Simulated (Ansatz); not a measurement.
Li₃N (Li3N type, space group P6/mmm)

```
CELL_PARAMETERS angstrom
      3.60715     0.00000     0.00000
     -1.80357     3.12388     0.00000
      0.00000     0.00000     3.84457
ATOMIC_POSITIONS crystal
  Li 0.00000 0.00000 0.50000
  Li 0.33333 0.66667 0.00000
  Li 0.66667 0.33333 0.00000
  N  0.00000 0.00000 0.00000
```

Grid over V/V₀ and (c/a)/(c/a)₀, subscript 0 meaning the relaxed cell; the conventional c axis lies along z; no internal relaxation.

Level of theory: PBEsol (plane waves to 420 eV, PAW, scalar-relativistic; Ansatz, a quantum-chemistry and plane-wave program). k mesh 11×11×9 (Γ-centred), Fermi-Dirac smearing 0.05 eV. Energies are smeared free energies. Compression counts positive. Li3N was relaxed with its symmetry unable to fall. ΔE is measured from the relaxed starting cell.

ΔE (meV/atom), with V/V₀ across and (c/a)/(c/a)₀ down:

```
(c/a)/(c/a)₀ \ V/V₀  0.920  0.960  1.000  1.040  1.080
-------------------  -----  -----  -----  -----  -----
0.880                 78.2   63.5   56.3   55.3   59.4
0.940                 27.8   16.6   12.6   14.6   21.5
1.000                 13.5    3.1    0.0    2.8   10.5
1.060                 26.1   14.6   10.5   12.3   19.2
1.120                 59.6   45.3   38.6   38.2   43.0
```

P (GPa), with V/V₀ across and (c/a)/(c/a)₀ down:

```tsv
(c/a)/(c/a)₀ \ V/V₀	0.920	0.960	1.000	1.040	1.080
0.880	7.0	4.0	1.4	-0.6	-2.4
0.940	5.7	2.7	0.3	-1.7	-3.4
1.000	5.3	2.4	0.0	-2.0	-3.6
1.060	5.8	2.8	0.4	-1.7	-3.3
1.120	6.9	3.8	1.2	-0.9	-2.6
```

Derived quantities:

* **Modulus against c/a change at fixed volume, (3/4V)·∂²E/∂(ln c/a)² (fit, atoms clamped)**: 70 GPa
* **Lowest place on the grid**: V/V₀ = 1.000, (c/a)/(c/a)₀ = 1.000 (0.0 meV/atom)
* **Highest place on the grid**: V/V₀ = 0.920, (c/a)/(c/a)₀ = 0.880 (78.2 meV/atom)

(A scan under strain: stresses follow from slopes of the energy per volume, elastic moduli from its curvatures.)
